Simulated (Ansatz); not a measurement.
# Sn: equation of state

One table from this session's results is given with a row withheld; the runs are named, their logs left out.

Computed with Ansatz 0.2.0 (DFT PBE, scalar-relativistic, unless a step's input says otherwise).

1 further run of the same task is left out (it didn't finish).

## The structure to begin with

It takes space group Fd-3m (No. 227, cubic). The conventional cell has a = 6.491 Å, b = 6.491 Å, c = 6.491 Å, α = 90.00°, β = 90.00°, γ = 90.00°. Around Sn (site symmetry -43m) lie 4 Sn at 2.81 Å.

Coordinates:

```cif
data_structure
_symmetry_space_group_name_H-M 'Fd-3m:1'
_symmetry_Int_Tables_number 227
_cell_length_a 6.4912
_cell_length_b 6.4912
_cell_length_c 6.4912
_cell_angle_alpha 90.000
_cell_angle_beta 90.000
_cell_angle_gamma 90.000
_cell_volume 273.51
loop_
_atom_site_label
_atom_site_type_symbol
_atom_site_symmetry_multiplicity
_atom_site_Wyckoff_symbol
_atom_site_fract_x
_atom_site_fract_y
_atom_site_fract_z
_atom_site_occupancy
Sn1 Sn 8 a 0.50000 0.00000 0.50000 1
```

The file gives the conventional cell by its symmetry; the runs use the cell typed in the input.

Structure: COD 9008568, as refined from experiment and not relaxed.

Atoms are numbered in the order of the input: Sn1, Sn2.

Set-up of the first run:

input.yaml

```yaml
crystal:
  lattice:
    - [0.0, 3.1799082881, 3.1799082881]
    - [3.1799082881, 0.0, 3.1799082881]
    - [3.1799082881, 3.1799082881, 0.0]
  atoms:
    - { symbol: Sn, position: [0.5, 0.5, 0.5] }
    - { symbol: Sn, position: [0.75, 0.75, 0.75] }
kpoints:
  mp_grid: { grid: [9, 9, 9] }
scf:
  occupations: { method: fermi_dirac, width: 0.03 }
hamiltonian:
  xc: pbe
  pseudopotentials: { kind: all_electron, lapw: { basis_error: 0.00025 } }
output:
  forces: true
  stress: true
  eigenvalues: true
```

Command:

```
$ ansatz run input.yaml --threads 1 --pin off --max-ram 2048MiB --backend cpu --events-out ev --progress --plain --runs-dir out
```

Among the steps run: Volume × 0.9405, LAPW; Volume × 0.9405, PAW; Volume × 0.9405, crystal datasets; Volume × 0.97, LAPW; Volume × 0.97, PAW; Volume × 1.03, LAPW; Volume × 1.03, PAW; Volume × 1.06, LAPW; Volume × 1.06, PAW; Volume × 1.06, crystal datasets.

One of the session's tables, all rows but one given; the rest of the session is left out.

| method | volume (Å³/atom) | pressure (GPa) |
| --- | --- | --- |
| LAPW | 32.155 | 6.77 |
| LAPW | 33.163 | 4.85 |
| LAPW | 34.189 | 3.19 |
| LAPW | 35.215 | ? |
| LAPW | 36.240 | 0.62 |
| PAW | 32.155 | 6.78 |
| PAW | 33.163 | 4.86 |
| PAW | 34.189 | 3.20 |
| PAW | 35.215 | 1.80 |
| PAW | 36.240 | 0.62 |
| crystal datasets | 32.155 | 6.77 |
| crystal datasets | 34.189 | 3.19 |
| crystal datasets | 36.240 | 0.62 |

Estimate the missing values for LAPW, 35.215.

The run gave: pressure (GPa): 1.79. In the column «pressure (GPa)» it lies between crystal datasets, 36.240 (0.62) and PAW, 35.215 (1.80).

Caveats from the session: Warnings in the runs' records: gradients without spin orbit, crystal datasets made.
